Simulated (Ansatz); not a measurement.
Input and command of a plane-wave DFT calculation in Ansatz:

```yaml
crystal:
  lattice:
    - [0.0, 2.01946485, 2.01946485]
    - [2.01946485, 0.0, 2.01946485]
    - [2.01946485, 2.01946485, 0.0]
  atoms:
    - { symbol: Al, position: [0.0, 0.0, 0.0] }
basis:
  ecutwfc: 420
kpoints:
  mp_grid: { grid: [18, 18, 18] }
hamiltonian:
  xc: pbe
scf:
  occupations: { method: gaussian, width: 0.1 }
output:
  forces: true
  stress: true
  eigenvalues: true
  write_density: true
  write_potential: true
  elf: true
  volumetric_format: npy
relax:
  adjacent_minimum: "off"
  f_tol: 0.005
  max_steps: 80
  cell: { stress_tol: 0.05 }
```

```bash
ansatz run input.yaml --threads 4 --pin off --max-ram 8192MiB --backend cpu --events-out ev --progress --plain --runs-dir out
```

Processor: Intel(R) Xeon(R) Platinum 8488C (Sapphire Rapids), 4 threads, on a host shared with other jobs.

Estimate time, memory and problem size.

About 0.9 s on 4 threads of Intel(R) Xeon(R) Platinum 8488C (Sapphire Rapids), with other jobs on the host, peak memory 0.37 GiB. It solves 6 bands at 195 k points (the mesh reduced by the symmetry that the task leaves, which can be less than the crystal's) with about 331 plane waves (on the last cell), in 12 SCF iterations over 3 ionic steps.
